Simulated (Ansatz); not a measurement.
# NbAs: changing the functional

The structure is tetragonal, space group I4_1md (No. 109). The conventional cell has a = 3.452 Å, b = 3.452 Å, c = 11.680 Å, α = 90.00°, β = 90.00°, γ = 90.00°. Nb (site symmetry 2mm) has 6 As at 2.60 to 2.63 Å as nearest neighbours. Around As (site symmetry 2mm) lie 6 Nb at 2.60 to 2.63 Å.

Kept alike: task equation of state; k mesh 11 × 11 × 11; occupations fermi-dirac, width 0.05 eV; no spin polarisation. Program: Ansatz, Ansatz PAW. Cutoffs run from 420 to 500 eV. The mesh is that of the run's cell of 4 atoms. No spin-orbit coupling.

```csv
functional,volume (Å³/atom),bulk modulus (GPa)
LDA,16.851,187.1
PBE,17.734,163.4
PBEsol,17.162,178.8
r2SCAN,17.588,172.8
```

Volume and modulus come from cells scaled at fixed shape and fractions; off cubic symmetry such a modulus can lie above the relaxed one. All rows use potentials made for PBE.

The volume runs from 16.851 (LDA) to 17.734 Å³/atom (PBE). From PBE: LDA -0.883; PBEsol -0.572; r2SCAN -0.146. The bulk modulus runs from 163.4 (PBE) to 187.1 GPa (LDA). From PBE: LDA +23.7; PBEsol +15.4; r2SCAN +9.4.

Volume and stiffness run in opposite order through all four functionals: LDA gives the smallest, hardest cell and PBE the largest, softest one, with PBEsol and r2SCAN between them. Cohesion in NbAs rests largely on covalent mixing of Nb 4d with As 4p states, and shorter bonds strengthen this overlap while steepening the repulsion between the atomic cores. LDA typically overbinds such bonds. PBE's gradient correction favours the more inhomogeneous density of a stretched lattice, and PBEsol, with its weaker gradient dependence, recovers part of the contraction.

r2SCAN keeps to the order but not to the proportion. Its volume is only 0.146 Å³/atom below that of PBE, yet its modulus is 9.4 GPa higher, a much larger stiffening per unit of contraction than in LDA or PBEsol. This suggests that it changes the curvature of the energy curve itself, beyond the shift in equilibrium volume. Without measured values for comparison, the spread shows sensitivity to the functional, not which one describes NbAs best.
